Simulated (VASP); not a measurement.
# Ce (Fm-3m) in VASP: further runs, part 2 of 2

VASP 6.6.1. Earlier steps stand in the parts before.

## 4. Single point, r2SCAN, collinear spin, ferromagnetic start

Contents of INCAR:

```
  PREC = Accurate
  ENCUT = 450
  EDIFF = 1E-6
  ISMEAR = 1
  SIGMA = 0.1
  LREAL = False
  LASPH = True
  NELM = 100
  ALGO = Normal
  ISIF = 2
  LWAVE = False
  LCHARG = False
  ISPIN = 2
  MAGMOM = 1
  LORBIT = 11
  LMAXMIX = 6
  METAGGA = R2SCAN
  LMIXTAU = True
  NBANDS = 16
  ADDGRID = False
```

Contents of KPOINTS:

```
Automatic mesh
0
Gamma
  5 5 5
```

Contents of POSCAR:

```
Ce
1.0
    0.0000000000      2.5806000000      2.5806000000
    2.5806000000      0.0000000000      2.5806000000
    2.5806000000      2.5806000000      0.0000000000
Ce
1
Direct
    0.0000000000      0.0000000000      0.0000000000
```

Potentials or basis: VASP PAW PBE potentials, release 64 (Ce).

On the command line:

```bash
cat potpaw_PBE.64/Ce/POTCAR > POTCAR
mpirun -np 1 vasp_std > vasp.out
```

OUTCAR:

```text
PREC = Accurate
   ENCUT = 450
   EDIFF = 1E-6
   ISMEAR = 1
   LREAL = False
   LASPH = True
   NELM = 100
   ISIF = 2
   ISPIN = 2
   LORBIT = 11
   METAGGA = R2SCAN

 Found     10 irreducible k-points:

 Following reciprocal coordinates:
            Coordinates               Weight
  0.000000  0.000000  0.000000      1.000000
  0.200000  0.000000  0.000000      8.000000
  0.400000  0.000000  0.000000      8.000000
  0.200000  0.200000  0.000000      6.000000
  0.400000  0.200000  0.000000     24.000000
 -0.400000  0.200000  0.000000     24.000000
   k-points           NKPTS =     10   k-points in BZ     NKDIM =     10   number of bands    NBANDS=     16
   number of dos      NEDOS =    301   number of ions     NIONS =      1
   total plane-waves  NPLWV =  21952
   dimension x,y,z NGX =    28 NGY =   28 NGZ =   28
   dimension x,y,z NGXF=    56 NGYF=   56 NGZF=   56
   ions per type =               1
   NGX,Y,Z   is equivalent  to a cutoff of  12.75, 12.75, 12.75 a.u.
   NGXF,Y,Z  is equivalent  to a cutoff of  25.51, 25.51, 25.51 a.u.
 SYSTEM =  unknown system
   PREC   = accura    normal or accurate (medium, high low for compatibility)
   ISTART =      0    job   : 0-new  1-cont  2-samecut
   ICHARG =      2    charge: 1-file 2-atom 10-const
   ISPIN  =      2    spin polarized calculation?
   LNONCOLLINEAR =      F non collinear calculations
   LSORBIT =      F    spin-orbit coupling
   LASPH  =      T    aspherical Exc in radial PAW
   ENCUT  =  450.0 eV  33.07 Ry    5.75 a.u.   6.31  6.31  6.31*2*pi/ulx,y,z
   NELM   =    100;   NELMIN=  2; NELMDL= -5     # of ELM steps
   EDIFF  = 0.1E-05   stopping-criterion for ELM
   LREAL  =      F    real-space projection
   EDIFFG = 0.1E-04   stopping-criterion for IOM
   NSW    =      0    number of steps for IOM
   IBRION =     -1    ionic relax: 0-MD 1-quasi-New 2-CG
   NFREE  =      0    steps in history (QN), initial steepest desc. (CG)
   ISIF   =      2    stress and relaxation
   ISYM   =      2    0-nonsym 1-usesym 2-fastsym
   POTIM  = 0.5000    time-step for ionic-motion
   TEBEG  =    0.0;   TEEND  =   0.0 temperature during run
   PSTRESS=    0.0 pullay stress
   NELECT =      12.0000    total number of electrons
   NUPDOWN=      -1.0000    fix difference up-down
   EMIN   =  10.00;   EMAX   =-10.00  energy-range for DOS
   EFERMI =   0.00;   METHOD = LEGACY
   ISMEAR =     1;   SIGMA  =   0.10  broadening in eV -4-tet -1-fermi 0-gaus
   EFERMI_NEDOS =   21; number of points for ismear=-14 and -15
   IALGO  =     38    algorithm
   IMIX   =      4    mixing-type and parameters
     AMIX     =   0.40;   BMIX     =  1.00
     AMIX_MAG =   1.60;   BMIX_MAG =  1.00
  volume/ion in A,a.u.               =      34.37       231.95
  Fermi-wavevector in a.u.,A,eV,Ry     =   1.152757  2.178395 18.080094  1.328849
  Thomas-Fermi vector in A             =   2.289406
   LORBIT       =     11    0 simple, 1 ext, 2 COOP (PROOUT), +10 PAW based schemes
   METAGGA = R2SCAN    functional components
   LHFCALC =     F    Hartree Fock is set to
   AEXX    =    0.0000 exact exchange contribution
   IVDW    =     0    specifies the selected vdW correction
   LEPSILON=     F    determine dielectric tensor
   LRPA    =     F    only Hartree local field effects (RPA)
 spin polarized calculation
 Methfessel and Paxton  Order N= 1 SIGMA  =   0.10
  energy-cutoff  :      450.00
  volume of cell :       34.37
 maximum number of plane-waves:       763
 NGX is ok and might be reduce to    28
   NGX = 13   NGY = 13   NGZ = 13

 number of electron      11.9999999 magnetization       0.0010737

 number of electron      11.9999999 magnetization      -0.0006472

 Free energy of the ion-electron system (eV)
  ---------------------------------------------------
  ext. energy  EPLUGINS =         0.00000000
  ---------------------------------------------------
  free energy    TOTEN  =       -30.57887115 eV

  energy without entropy =      -30.57798900  energy(sigma->0) =      -30.57857710

 E-fermi :   6.8693     XC(G=0): -10.7726

 val. band max:        6.8669444096   @ k =  -0.2000   0.2000   0.0000
 cond. band min:       6.8986762125   @ k =   0.4000   0.0000   0.0000
 fundamental gap:      0.0317318029
 Fermi energy:         6.8693337124

 spin component 1

 k-point     1 :       0.0000    0.0000    0.0000
  band No.  band energies     occupation
      1     -29.1446      1.00000
      2     -10.6640      1.00000
      3     -10.6640      1.00000
      4     -10.6639      1.00000
      5       3.5312      1.00000
      6       6.7196      1.02778
[... 8 lines left out ...]
     15       8.6909     -0.00000
     16      11.2900      0.00000

 k-point     2 :       0.2000    0.0000    0.0000
  band No.  band energies     occupation
      1     -29.0732      1.00000
      2     -11.2119      1.00000
      3     -10.7282      1.00000
      4     -10.7282      1.00000
      5       4.6097      1.00000
      6       6.6273      1.00164
[... 8 lines left out ...]
     15       9.1745      0.00000
     16      11.1422      0.00000

 k-point     3 :       0.4000    0.0000    0.0000
  band No.  band energies     occupation
      1     -28.9529      1.00000
      2     -12.0041      1.00000
      3     -10.8293      1.00000
      4     -10.8293      1.00000
      5       5.1720      1.00000
      6       6.8987      0.26314
[... 8 lines left out ...]
     15       9.3832      0.00000
     16      12.7488      0.00000

 k-point     4 :       0.2000    0.2000    0.0000
  band No.  band energies     occupation
      1     -29.0488      1.00000
      2     -11.1912      1.00000
      3     -10.8471      1.00000
      4     -10.8471      1.00000
      5       4.9739      1.00000
      6       6.3852      1.00000
[... 8 lines left out ...]
     15       9.9864      0.00000
     16       9.9864      0.00000

 k-point     5 :       0.4000    0.2000    0.0000
  band No.  band energies     occupation
      1     -28.9439      1.00000
      2     -11.7641      1.00000
      3     -11.0351      1.00000
      4     -10.9632      1.00000
      5       5.7304      1.00000
      6       6.5480      1.00003
[... 8 lines left out ...]
     15      10.1197      0.00000
     16      12.5619      0.00000

 k-point     6 :      -0.4000    0.2000    0.0000
  band No.  band energies     occupation
      1     -28.9025      1.00000
      2     -11.9436      1.00000
      3     -11.2338      1.00000
      4     -10.9199      1.00000
      5       5.9961      1.00000
      6       6.6041      1.00057
[... 8 lines left out ...]
     15       9.6196      0.00000
     16      12.6058      0.00000

 [... further k-points ...]

 spin component 2

 k-point     1 :       0.0000    0.0000    0.0000
  band No.  band energies     occupation
      1     -29.1446      1.00000
      2     -10.6641      1.00000
      3     -10.6641      1.00000
      4     -10.6641      1.00000
      5       3.5299      1.00000
      6       6.7234      1.02942
[... 8 lines left out ...]
     15       8.6905     -0.00000
     16      11.2889      0.00000

 k-point     2 :       0.2000    0.0000    0.0000
  band No.  band energies     occupation
      1     -29.0732      1.00000
      2     -11.2121      1.00000
      3     -10.7284      1.00000
      4     -10.7283      1.00000
      5       4.6084      1.00000
      6       6.6301      1.00185
[... 8 lines left out ...]
     15       9.1740      0.00000
     16      11.1413      0.00000

 k-point     3 :       0.4000    0.0000    0.0000
  band No.  band energies     occupation
      1     -28.9528      1.00000
      2     -12.0044      1.00000
      3     -10.8295      1.00000
      4     -10.8294      1.00000
      5       5.1712      1.00000
      6       6.8995      0.25728
[... 8 lines left out ...]
     15       9.3823      0.00000
     16      12.7483      0.00000

 k-point     4 :       0.2000    0.2000    0.0000
  band No.  band energies     occupation
      1     -29.0488      1.00000
      2     -11.1914      1.00000
      3     -10.8473      1.00000
      4     -10.8473      1.00000
      5       4.9726      1.00000
      6       6.3870      1.00000
[... 8 lines left out ...]
     15       9.9860      0.00000
     16       9.9860      0.00000

 k-point     5 :       0.4000    0.2000    0.0000
  band No.  band energies     occupation
      1     -28.9439      1.00000
      2     -11.7644      1.00000
      3     -11.0353      1.00000
      4     -10.9634      1.00000
      5       5.7295      1.00000
      6       6.5482      1.00003
[... 8 lines left out ...]
     15      10.1190      0.00000
     16      12.5614      0.00000

 k-point     6 :      -0.4000    0.2000    0.0000
  band No.  band energies     occupation
      1     -28.9024      1.00000
      2     -11.9439      1.00000
      3     -11.2340      1.00000
      4     -10.9201      1.00000
      5       5.9953      1.00000
      6       6.6038      1.00056
[... 8 lines left out ...]
     15       9.6186      0.00000
     16      12.6055      0.00000

 [... further k-points ...]
[... 5 lines left out ...]
  --------------------------------------------------------------------------------------
  -------------------------------------------------------------------------------------
  Total       -1.5790910     -1.5790910     -1.5790910      0.0000000     -0.0000000      0.0000000
  in kB      -73.6081078    -73.6081078    -73.6081078      0.0000000     -0.0000000      0.0000000
  external PRESSURE =     -73.6081078 kB  Pullay stress =       0.0000000 kB

 VOLUME and BASIS-vectors are now :
 -----------------------------------------------------------------------------
  energy-cutoff  :      450.00
  volume of cell :       34.37
      direct lattice vectors                 reciprocal lattice vectors
     0.000000000  2.580600000  2.580600000    -0.193753391  0.193753391  0.193753391
     2.580600000  0.000000000  2.580600000     0.193753391 -0.193753391  0.193753391
     2.580600000  2.580600000  0.000000000     0.193753391  0.193753391 -0.193753391

 POSITION                                       TOTAL-FORCE (eV/Angst)
 -----------------------------------------------------------------------------------
      0.00000      0.00000      0.00000         0.000000      0.000000      0.000000
 -----------------------------------------------------------------------------------
    total drift:                                0.000000     -0.000000     -0.000000

  FREE ENERGIE OF THE ION-ELECTRON SYSTEM (eV)
  ---------------------------------------------------
  free  energy   TOTEN  =       -30.5788711459 eV

  energy  without entropy=      -30.5779890036  energy(sigma->0) =      -30.57857710

 total charge

# of ion       s       p       d       f       tot
--------------------------------------------------
    1        2.120   5.643   0.993   0.933   9.688

 magnetization (x)

# of ion       s       p       d       f       tot
--------------------------------------------------
    1        0.000  -0.000  -0.000   0.001   0.001
```

Wall time 1.9 min (1 thread of AMD EPYC 9R45 (Zen 5), shared host); peak memory 0.17 GiB.

These settings aren't checked as converged: the numbers below hold their error.

Results:

| Item | Value |
| --- | --- |
| Free energy | -30.5789 eV |
| Pressure | -7.4 GPa |
| Band gap on the k mesh | none (metal or under the smearing width) |
| Net moment | 0.00 μB per cell |
| Valence electrons inside the program's atomic spheres | Ce 9.69 |

Caveat: the k mesh is coarse (spacing up to 0.42 Å⁻¹), so the values aren't converged; the magnetic or orbital state may not be the lowest; the PAW data sets were made with another functional, which shifts forces and pressure a little; spin-orbit coupling is left out, which moves the levels of the heavy elements.

## 5. Single point, PBE, collinear spin, ferromagnetic start

Contents of INCAR:

```
SYSTEM = Ce
PREC = Accurate
ENCUT = 520
EDIFF = 1E-7
ISMEAR = -1
SIGMA = 0.05
LREAL = .False.
LASPH = .True.
NELM = 100
ALGO = Normal
ISIF = 2
LWAVE = .False.
LCHARG = .True.
ISPIN = 2
MAGMOM = 2.5
LORBIT = 11
LMAXMIX = 6
GGA = PE
LELF = .True.
LVHAR = .True.
NBANDS = 16
```

Contents of KPOINTS:

```
regular mesh
0
Gamma
  9 9 9
  0 0 0
```

POSCAR is that of step 4.

On the command line:

```bash
cat potpaw_PBE.64/Ce/POTCAR > POTCAR
mpirun -np 1 vasp_std > vasp.out
```

Wall time 35 s (1 thread of AMD EPYC 9R14 (Zen 4), shared host); peak memory 0.17 GiB.

The run converged. Its results:

```
Free energy                                           : -5.7644 eV
Pressure                                              : -5.1 GPa
Band gap on the k mesh                                : none (metal or under the smearing width)
Net moment                                            : 0.83 μB per cell
Site moments                                          : Ce +0.68 μB
Valence electrons inside the program's atomic spheres : Ce 9.66
```

Levels at points of the mesh, in eV from the Fermi level:
Spin up:
```tsv
k point	band 2	band 3	band 4	band 5	band 6	band 7	band 8	band 9	band 10	band 11
(0.00, 0.00, 0.00)	-16.84	-16.84	-16.84	-3.41	-0.29	0.10	0.10	0.10	0.68	0.68
```
Spin down:
```
           k point  band 2  band 3  band 4  band 5  band 6  band 7  band 8  band 9
(0.00, 0.00, 0.00)  -16.56  -16.56  -16.56   -3.18    0.29    0.60    0.60    0.60
```

Caveat: the magnetic or orbital state may not be the lowest; spin-orbit coupling is left out, which moves the levels of the heavy elements.

## 6. For comparison

An earlier run on the cell as given: functional PBE; potentials or basis VASP PAW PBE potentials, release 64 (Ce); cutoff 520 eV; k mesh 9 × 9 × 9; occupations fermi-dirac, width 0.05 eV; collinear spin, ferromagnetic start; starting moments [1.0] μB.

* Pressure: -5.1 GPa
* Band gap on the k mesh: none (metal or under the smearing width)
* Net moment: 0.82 μB per cell
* Site moments: Ce +0.68 μB
* Valence electrons inside the program's atomic spheres: Ce 9.66
